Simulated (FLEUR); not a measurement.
## 2 ML Co on Au(111), 3 substrate layers: anisotropy by force theorems

Wanted: anisotropy for 2 ML Co on Au(111), 3 substrate layers, with the cost of each step.

Main program and level: FLEUR MaX-R8.1; PBE; all-electron FLAPW film, Dirac cores, scalar-relativistic bands.

### Step 1. Set-up

The cell holds 5 atoms: 3 Au and 2 Co. Its edges and angles: a = 2.884 Å, b = 2.884 Å, c = 22.689 Å, α = 90.0°, β = 90.0°, γ = 120.0°. Pseudomorphic film, hard-sphere layer spacings, unrelaxed. Vacuum lies along c.

As a file:

```xyz
5
Lattice="2.8837 0.0000 0.0000 -1.4419 2.4974 0.0000 0.0000 0.0000 22.6894" Properties=species:S:1:pos:R:3
Au    0.0000    0.0000    7.0000
Au    1.4419    0.8325    9.3546
Au    0.0000    1.6649   11.7092
Co    0.0000    0.0000   13.8245
Co    1.4419    0.8325   15.6895
```

### Step 2. Reference state

The force theorems are single passes in this state's potential, so it has to be converged first.

No symmetry is used, so that later steps may turn the spins freely; k and −k are joined. FLEUR takes the sheet as a true film: the images along c are dropped, heights are typed in bohr, and the vacuum on both sides is semi-infinite. inpgen writes inp.xml from crystal.txt; cutoffs, mixing, functional, smearing and local orbitals are then set in the file. The k list scf (kpts.xml, not shown) is a Γ-centred 10×10×1 mesh; where the ranks do not divide the number of points, some are split in two of half the weight.

Contents of inp.xml:

```
<?xml version="1.0" encoding="UTF-8" standalone="no"?>
<fleurInput fleurInputVersion="0.39">
   <comment>
      Co2Au3
   </comment>
   <calculationSetup>
      <cutoffs Kmax="3.66" Gmax="11.0" GmaxXC="11.0" numbands="0"/>
      <scfLoop itmax="150" minDistance="0.00002" maxIterBroyd="15" imix="Anderson" alpha="0.03" precondParam="0.0" spinf="2.0" sdNocoIR="T"/>
      <coreElectrons ctail="F" frcor="F" kcrel="0" coretail_lmax="0"/>
      <xcFunctional name="pbe" relativisticCorrections="F"/>
      <magnetism jspins="2" l_noco="F" l_ss="F">
         <qss>0.0 0.0 0.0</qss>
         <mtNocoParams l_mperp="F" l_mtNocoPot="F" l_relaxSQA="F" mag_mixing_scheme="0" mix_RelaxWeightOffD="1.0" l_constrained="F" mix_constr="1.0"/>
         <sourceFreeMag l_sourceFree="F" l_scaleMag="F" mag_scale="1.0"/>
      </magnetism>
      <soc l_soc="F" theta="0.0" phi="0.0" spav="F"/>
      <expertModes spex="0" secvar="F"/>
      <geometryOptimization l_f="F" forcealpha="1.0" forcemix="BFGS" epsdisp="0.00001" epsforce="0.00001"/>
      <ldaU l_linMix="F" mixParam="0.05" spinf="1.0"/>
   </calculationSetup>
   <cell>
      <bzIntegration valenceElectrons="85.0" mode="hist" fermiSmearingEnergy="0.00183747">
         <kPointListSelection listName="scf"/>
         <xi:include xmlns:xi="http://www.w3.org/2001/XInclude" href="kpts.xml"> </xi:include>
      </bzIntegration>
      <xi:include xmlns:xi="http://www.w3.org/2001/XInclude" href="sym.xml"> </xi:include>
      <filmLattice scale="1.0" dVac="22.4" dTilda="24.9">
         <bravaisMatrixFilm>
            <row-1>    5.4494027270181657     0.0000001156701361</row-1>
            <row-2>   -2.7247014636929130     4.7193211392160981</row-2>
         </bravaisMatrixFilm>
         <vacuumEnergyParameters vacuum="1" spinUp="-.25" spinDown="-.25"/>
         <vacuumEnergyParameters vacuum="2" spinUp="-.25" spinDown="-.25"/>
      </filmLattice>
   </cell>
   <atomSpecies>
      <species name="Gold (Au)" element="Au" atomicNumber="79">
         <mtSphere radius="2.59" gridPoints="857" logIncrement="0.016"/>
         <atomicCutoffs lmax="10" lnonsphr="8"/>
         <electronConfig flipSpins="F">
            <coreConfig>(1s1/2) (2s1/2) (2p1/2) (2p3/2) (3s1/2) (3p1/2) (3p3/2) (4s1/2) (3d3/2) (3d5/2) (4p1/2) (4p3/2) (5s1/2) (4d3/2) (4d5/2) (4f5/2) (4f7/2)</coreConfig>
            <valenceConfig>(5p1/2) (5p3/2) (6s1/2) (5d3/2) (5d5/2)</valenceConfig>
            <stateOccupation state="(6s1/2)" spinUp="0.500000" spinDown="0.500000"/>
         </electronConfig>
         <energyParameters s="6" p="6" d="5" f="5"/>
         <lo type="SCLO" l="1" n="5" eDeriv="0"/>
      </species>
      <species name="Cobalt (Co2.001" element="Co" atomicNumber="27">
         <mtSphere radius="2.24" gridPoints="741" logIncrement="0.016"/>
         <atomicCutoffs lmax="8" lnonsphr="6"/>
         <electronConfig flipSpins="F">
            <coreConfig>(1s1/2) (2s1/2) (2p1/2) (2p3/2)</coreConfig>
            <valenceConfig>(3s1/2) (3p1/2) (3p3/2) (4s1/2) (3d3/2) (3d5/2)</valenceConfig>
            <stateOccupation state="(3d3/2)" spinUp="1.5005" spinDown="1.2995"/>
            <stateOccupation state="(3d5/2)" spinUp="3.0" spinDown="1.2"/>
         </electronConfig>
         <energyParameters s="4" p="4" d="3" f="4"/>
         <lo type="SCLO" l="0" n="3" eDeriv="0"/>
         <lo type="SCLO" l="1" n="3" eDeriv="0"/>
      </species>
   </atomSpecies>
   <atomGroups>
      <atomGroup species="Gold (Au)">
         <filmPos label="                   1">.0000000000 .0000000000 -8.2103572427</filmPos>
         <force calculate="T" relaxXYZ="TTT"/>
         <nocoParams  alpha="0.0" beta="0.0"/>
      </atomGroup>
      <atomGroup species="Gold (Au)">
         <filmPos label="                   2">-1.000/3.000 1.000/3.000 -3.7607704132</filmPos>
         <force calculate="T" relaxXYZ="TTT"/>
         <nocoParams  alpha="0.0" beta="0.0"/>
      </atomGroup>
      <atomGroup species="Gold (Au)">
         <filmPos label="                   3">1.000/3.000 -1.000/3.000 .6887735394</filmPos>
         <force calculate="T" relaxXYZ="TTT"/>
         <nocoParams  alpha="0.0" beta="0.0"/>
      </atomGroup>
      <atomGroup species="Cobalt (Co2.001">
         <filmPos label="                   4">.0000000000 .0000000000 4.6860525958</filmPos>
         <force calculate="T" relaxXYZ="TTT"/>
         <nocoParams  alpha="0.0" beta="0.0"/>
      </atomGroup>
      <atomGroup species="Cobalt (Co2.001">
         <filmPos label="                   5">-1.000/3.000 1.000/3.000 8.2103572427</filmPos>
         <force calculate="T" relaxXYZ="TTT"/>
         <nocoParams  alpha="0.0" beta="0.0"/>
      </atomGroup>
   </atomGroups>
   <output dos="F" band="F" slice="F">
      <bandDOS minEnergy="-.5*Htr" maxEnergy="0.5*Htr" sigma="0.015" storeEVData="T"/>
      <plotting iplot="0" polar="F">
         <plot TwoD="T" vec1="  1.0  0.0  0.0" vec2="  0.0  1.0  0.0" vec3="  0.0  0.0  1.0" zero="  0.0  0.0 -0.5" file="plot"/>
      </plotting>
      <moessbauerParams electricFieldGradient="F" isomerShift="F" coreHyperfine="F" valenceHyperfine="F"/>
   </output>
</fleurInput>
```

Contents of crystal.txt:

```
Co2Au3
&input film=T cartesian=F /
2.88369973621  0.00000006121  0.00000000000
-1.44184992112  2.49735719784  0.00000000000
0.00000000000  0.00000000000  1.00000000000
1.8897261246
1.0 1.0 1.0

5
79 0.00000000000  0.00000000000  -8.21035724269
79 0.66666666667  0.33333333333  -3.76077041320
79 0.33333333333  0.66666666667  0.68877353944
27 0.00000000000  0.00000000000  4.68605259579 : 2.001
27 0.66666666667  0.33333333333  8.21035724269 : 2.001

&kpt div1=10 div2=10 div3=1 gamma=T /
```

Started as:

```
$ OMP_NUM_THREADS=1 inpgen -f crystal.txt -nosym -noco > inpgen.log  # inp.xml is then edited as shown
$ OMP_NUM_THREADS=1 mpirun -n 8 fleur_MPI > fleur.log
```

Output:

```text
Welcome to FLEUR        (www.flapw.de)
      MaX-Release 8.1          (www.max-centre.eu)

 ========== k-point set info ==========
 Selected k-point list: scf
 k-point list type: mesh
 0 x 0 x 0
 Number of k points: 56

 ------------Calculation Setup---------------------------
 Number of MPI-tasks      :            8
 Number of PE/node        :            8
 Number of OMP-threads    :            1
 k-points in parallel     :            8
 pe's per k-point         :            1
 No of k-point loops      :            7
 Eigenvalue solver        :       lapack
 Number of basis functions:          575
 Approximate size of matrices (H+S) per k-point:         0.010 GB
 --------------------------------------------------------
 Iteration:     1   Distance:      59.25731697 me/bohr^3
 Iteration:     2   Distance:     113.51471419 me/bohr^3
 Iteration:     3   Distance:      34.69242927 me/bohr^3
 Iteration:     4   Distance:      52.43987203 me/bohr^3
 Iteration:     5   Distance:      28.94837193 me/bohr^3
 Iteration:     6   Distance:      21.99798966 me/bohr^3
 Iteration:     7   Distance:      11.37722358 me/bohr^3
 Iteration:     8   Distance:      12.40769025 me/bohr^3
 Iteration:     9   Distance:      12.27024326 me/bohr^3
 Iteration:    10   Distance:       5.99304789 me/bohr^3
[... 39 iterations left out ...]
 Iteration:    50   Distance:       0.00040309 me/bohr^3
 Iteration:    51   Distance:       0.00031658 me/bohr^3
 Iteration:    52   Distance:       0.00023444 me/bohr^3
 Iteration:    53   Distance:       0.00026455 me/bohr^3
 Iteration:    54   Distance:       0.00011601 me/bohr^3
 Iteration:    55   Distance:       0.00008331 me/bohr^3
 Iteration:    56   Distance:       0.00004812 me/bohr^3
 Iteration:    57   Distance:       0.00002106 me/bohr^3
 Iteration:    58   Distance:       0.00003154 me/bohr^3
 Iteration:    59   Distance:       0.00001183 me/bohr^3

 ********************************************************************
 Run finished successfully
 Stop message:
   all done
 ********************************************************************

--- out.xml (last complete iteration) ---
<iteration numberForCurrentRun="   59" overallNumber="   59">
         [... left out ...]
         <bandgap value="0.0000000000" units="eV"/>
         <sumValenceSingleParticleEnergies value="-97.1261175039" units="Htr"/>
         <FermiEnergy value="-0.1583598131" units="Htr"/>
         <valenceDensity>
            <mtCharges spin="1">
               <mtCharge atomType="1" total="7.8319283" s="0.2840209" p="3.1372639" d="4.3894837" f="0.0158716"/>
               <mtCharge atomType="2" total="7.8768012" s="0.2730921" p="3.1754099" d="4.3991444" f="0.0220347"/>
               <mtCharge atomType="3" total="7.9084614" s="0.2910251" p="3.1936758" d="4.3945236" f="0.0219886"/>
               <mtCharge atomType="4" total="8.7896523" s="1.1618642" p="3.1186547" d="4.4999891" f="0.0070759"/>
               <mtCharge atomType="5" total="8.7823159" s="1.1703329" p="3.0805918" d="4.5262321" f="0.0039354"/>
            </mtCharges>
            <mtCharges spin="2">
               <mtCharge atomType="1" total="7.8257950" s="0.2825753" p="3.1337258" d="4.3884274" f="0.0157909"/>
               <mtCharge atomType="2" total="7.8705457" s="0.2739165" p="3.1732129" d="4.3943853" f="0.0219432"/>
               <mtCharge atomType="3" total="7.8767094" s="0.2965377" p="3.1967197" d="4.3543622" f="0.0223704"/>
               <mtCharge atomType="4" total="6.8593153" s="1.1621897" p="3.1357590" d="2.5521937" f="0.0072557"/>
               <mtCharge atomType="5" total="6.7882230" s="1.1667188" p="3.0987403" d="2.5176469" f="0.0040795"/>
            </mtCharges>
            <spinDependentCharge spin="1" total="44.4288691" interstitial="3.1598309" mtSpheres="41.1891591" vacuum1="0.0357186" vacuum2="0.0441606"/>
            <spinDependentCharge spin="2" total="40.5711311" interstitial="3.2768225" mtSpheres="37.2205883" vacuum1="0.0307541" vacuum2="0.0429663"/>
            <totalCharge value="85.0000002483"/>
         </valenceDensity>
         [... left out ...]
         <allElectronCharges>
            <spinDependentCharge spin="1" total="147.4288691" interstitial="3.1604412" mtSpheres="144.1885487" vacuum1="0.0357186" vacuum2="0.0441606"/>
            <spinDependentCharge spin="2" total="143.5711311" interstitial="3.2774330" mtSpheres="140.2199777" vacuum1="0.0307541" vacuum2="0.0429663"/>
            <totalCharge value="291.0000002534"/>
         </allElectronCharges>
         <magneticMomentsInMTSpheres units="muBohr">
            <globalMagMoment atomType="1" vec="0.00000   0.00000   0.00613"/>
            <localMagMoment atomType="1" vec="0.00000   0.00000   0.00613"/>
            <globalMagMoment atomType="2" vec="0.00000   0.00000   0.00626"/>
            <localMagMoment atomType="2" vec="0.00000   0.00000   0.00626"/>
            <globalMagMoment atomType="3" vec="0.00000   0.00000   0.03175"/>
            <localMagMoment atomType="3" vec="0.00000   0.00000   0.03175"/>
            <globalMagMoment atomType="4" vec="0.00000   0.00000   1.93034"/>
            <localMagMoment atomType="4" vec="0.00000   0.00000   1.93034"/>
            <globalMagMoment atomType="5" vec="0.00000   0.00000   1.99409"/>
            <localMagMoment atomType="5" vec="0.00000   0.00000   1.99409"/>
         </magneticMomentsInMTSpheres>
         <moessbauerParams unitsHFF="kG" unitsIS="e/bohr^3" unitsEFG="Htr/bohr^2">
         </moessbauerParams>
         <totalEnergy value="   -59930.6368089403" units="Htr">
            <sumOfEigenvalues value="   -36890.8459829839">
               <coreElectrons value="-36793.7198654800"/>
               <valenceElectrons value="-97.1261175039"/>
            </sumOfEigenvalues>
            <densityCoulombPotentialIntegral value="-103793.9980235732"/>
            <densityEffectivePotentialIntegral value="-105383.9752330972"/>
            <chargeDenXCDenIntegral value="-1215.8378677138"/>
            <FockExchangeEnergyValence value="0.0000000000"/>
            <FockExchangeEnergyCore value="0.0000000000"/>
            <atomTypeDependentContributions atomType="1">
               <electronNucleiInteractionDifferentMTs value="23974.3929310112"/>
               <MadelungTerm value="-15.2174613348"/>
            </atomTypeDependentContributions>
            <atomTypeDependentContributions atomType="2">
               <electronNucleiInteractionDifferentMTs value="23976.0442133051"/>
               <MadelungTerm value="-13.1254659396"/>
            </atomTypeDependentContributions>
            <atomTypeDependentContributions atomType="3">
               <electronNucleiInteractionDifferentMTs value="23976.4713919127"/>
               <MadelungTerm value="-12.6322042896"/>
            </atomTypeDependentContributions>
            <atomTypeDependentContributions atomType="4">
               <electronNucleiInteractionDifferentMTs value="1665.7415913169"/>
               <MadelungTerm value="-5.7603920460"/>
            </atomTypeDependentContributions>
            <atomTypeDependentContributions atomType="5">
               <electronNucleiInteractionDifferentMTs value="1665.2522868979"/>
               <MadelungTerm value="-6.2912414995"/>
            </atomTypeDependentContributions>
            <tkbTimesEntropy value="0.0012246041"/>
            <freeEnergy value="-59930.6380335444"/>
            <extrapolationTo0K value="-59930.6374212424"/>
         </totalEnergy>
         <densityConvergence units="me/bohr^3">
            <chargeDensity spin="1" distance="0.0000032256"/>
            <chargeDensity spin="2" distance="0.0000107734"/>
            <overallChargeDensity distance="0.0000118334"/>
            <spinDensity distance="0.0000106259"/>
         </densityConvergence>
      </iteration>
```

Run time: 7.9 min. Hardware: 8 MPI ranks of Arm Neoverse V1, shared host; peak memory 2.1 GiB; 63 min of CPU time.

Spin moment in the muffin-tin sphere by atom:

```tsv
atom	spin moment in the muffin-tin sphere (μB)
Au1	0.01
Au2	0.01
Au3	0.03
Co4	1.93
Co5	1.99
```

Read from the output:

```
free energy                                                       : -1630795.7395 eV
program's band gap on this mesh (in a metal only a level spacing) : 0 eV
magnetization                                                     : 3.858 μB
final state                                                       : ferromagnetic
```

After 59 cycles the largest moment stands at 1.99 μB.

### Step 3. Anisotropy by the force theorem, rung 1

Anisotropy is a small difference, so it is taken from sums over occupied states at a frozen potential, where most errors cancel.

One pass with spin–orbit coupling for each direction, from the saved density. The k list mae (kpts.xml, not shown) is a Γ-centred 16×16×1 mesh.

Changes to inp.xml since step 2:

```diff
@@ -6,4 +6,4 @@
    <calculationSetup>
-      <cutoffs Kmax="3.66" Gmax="11.0" GmaxXC="11.0" numbands="0"/>
-      <scfLoop itmax="150" minDistance="0.00002" maxIterBroyd="15" imix="Anderson" alpha="0.03" precondParam="0.0" spinf="2.0" sdNocoIR="T"/>
+      <cutoffs Kmax="3.66" Gmax="11.0" GmaxXC="11.0" numbands="165"/>
+      <scfLoop itmax="1" minDistance="0.00002" maxIterBroyd="15" imix="Anderson" alpha="0.03" precondParam="0.0" spinf="2.0" sdNocoIR="T"/>
       <coreElectrons ctail="F" frcor="F" kcrel="0" coretail_lmax="0"/>
@@ -15,3 +15,3 @@
       </magnetism>
-      <soc l_soc="F" theta="0.0" phi="0.0" spav="F"/>
+      <soc l_soc="T" theta="0.0" phi="0.0" spav="F"/>
       <expertModes spex="0" secvar="F"/>
@@ -22,3 +22,3 @@
       <bzIntegration valenceElectrons="85.0" mode="hist" fermiSmearingEnergy="0.00183747">
-         <kPointListSelection listName="scf"/>
+         <kPointListSelection listName="mae"/>
          <xi:include xmlns:xi="http://www.w3.org/2001/XInclude" href="kpts.xml"> </xi:include>
@@ -95,2 +95,5 @@
    </output>
+   <forceTheorem>
+      <MAE theta="0.0 1.5707963 1.5707963" phi="0.0 0.0 1.5707963"/>
+   </forceTheorem>
 </fleurInput>
```

Started as:

```
$ OMP_NUM_THREADS=1 mpirun -n 8 fleur_MPI -warn_only > fleur.log
```

Output:

```text
[banner, memory and clock lines left out]
Welcome to FLEUR        (www.flapw.de)
      MaX-Release 8.1          (www.max-centre.eu)

 ========== k-point set info ==========
 Selected k-point list: mae
 k-point list type: mesh
 0 x 0 x 0
 Number of k points: 256

 [... set-up left out ...]
 ********************************************************************
 Run finished successfully
 Stop message:
   Forcetheorem MAE
 ********************************************************************

--- out.xml (force theorem) ---
<Forcetheorem_MAE Angles="3" units="Htr">
            <Angle theta="0.0000000" phi="0.0000000" ev-sum="-97.244997259"/>
            <Angle theta="1.5707963" phi="0.0000000" ev-sum="-97.244986266"/>
            <Angle theta="1.5707963" phi="1.5707963" ev-sum="-97.244986699"/>
         </Forcetheorem_MAE>
```

The job ended after 2.2 min (8 MPI ranks; peak memory 2.8 GiB; 18 min of CPU time).

Anisotropy energies, by row:

```tsv
axis	x	y	z	band energy less the first axis' (meV a cell)
z	0	0	1	0
x	1	0	0	0.2991
y	0	1	0	0.2874
```

Shape anisotropy is not in these numbers.

### Step 4. Energy against the direction of the moments, rung 2

A second rung shows how far the first can be trusted.

The k list mae (kpts.xml, not shown) is a Γ-centred 26×26×1 mesh.

inp.xml is that of step 3.

Output:

```text
[banner, memory and clock lines left out]
Welcome to FLEUR        (www.flapw.de)
      MaX-Release 8.1          (www.max-centre.eu)

 ========== k-point set info ==========
 Selected k-point list: mae
 k-point list type: mesh
 0 x 0 x 0
 Number of k points: 680

 [... set-up left out ...]
 ********************************************************************
 Run finished successfully
 Stop message:
   Forcetheorem MAE
 ********************************************************************

--- out.xml (force theorem) ---
<Forcetheorem_MAE Angles="3" units="Htr">
            <Angle theta="0.0000000" phi="0.0000000" ev-sum="-97.245636904"/>
            <Angle theta="1.5707963" phi="0.0000000" ev-sum="-97.245621360"/>
            <Angle theta="1.5707963" phi="1.5707963" ev-sum="-97.245621413"/>
         </Forcetheorem_MAE>
```

Elapsed: 5.7 min, on 8 MPI ranks; peak memory 5.3 GiB; 46 min of CPU time.

Anisotropy energies, by row:

```tsv
axis	x	y	z	band energy less the first axis' (meV a cell)
z	0	0	1	0
x	1	0	0	0.423
y	0	1	0	0.4215
```

(Part 1 of 2 ends here.)

[Logs and program files are shortened in this print: banners, set-up blocks, solver, clock and traceback lines can be left out without a mark of their own.]

[Logs are printed without paths, hosts, clocks, repeated set-up lines and the standing remarks that a program may print on its own settings, such as how far it seeks lower states.]

[Hosts, paths, dates, database ids (printed as entryN), source tags and the programs' standing remarks are cut or masked in the printed files.]

[Where a cell is said to come from a database of computed structures, the database is the Materials Project.]
